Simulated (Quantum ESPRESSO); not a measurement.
BAs in Quantum ESPRESSO: the effect of target pressure

Crystal: BAs.

```
As B
1.0
     0.00000    2.38850    2.38850
     2.38850    0.00000    2.38850
     2.38850    2.38850    0.00000
As B
1 1
Direct
  0.75000 0.75000 0.75000
  0.00000 0.00000 0.00000
```

Alike in all runs:

| Property | Result |
| --- | --- |
| Program | Quantum ESPRESSO 7.5 |
| Task | relaxation of cell and atoms |
| Functional | PBE |
| Potentials or basis | SSSP 1.3 efficiency PBE |
| Cutoff | 857 eV |
| Density cutoff | 6884 eV |
| k mesh | 10 × 10 × 10 |
| Occupations | fermi-dirac, width 0.05 eV |
| Spin | no spin polarisation |

Each run relaxes the cell or the atoms first.

```tsv
target pressure	relaxed volume (Å³/atom)	gap on the mesh (eV)
0 GPa	13.97	1.20
2 GPa	13.76	1.18
5 GPa	13.48	1.16
10 GPa	13.07	1.13
20 GPa	?	?
30 GPa	11.87	1.02
```

What does the run with target pressure 20 GPa give?

Relaxed volume 12.41 Å³/atom; gap on the mesh 1.07 eV.

Worked out: In Murnaghan's law V^(-B') rises as a straight line in P. The other rows fit best with B' = 4.0, V0 = 13.97 Å³/atom and B0 = 131 GPa, which gives 12.40 Å³/atom at 20 GPa, against the run's 12.41. A straight line through the other rows of the gap on the mesh, of slope -0.00583 eV per GPa, gives 1.08 eV, against the run's 1.07.

A k mesh can miss the band edges.
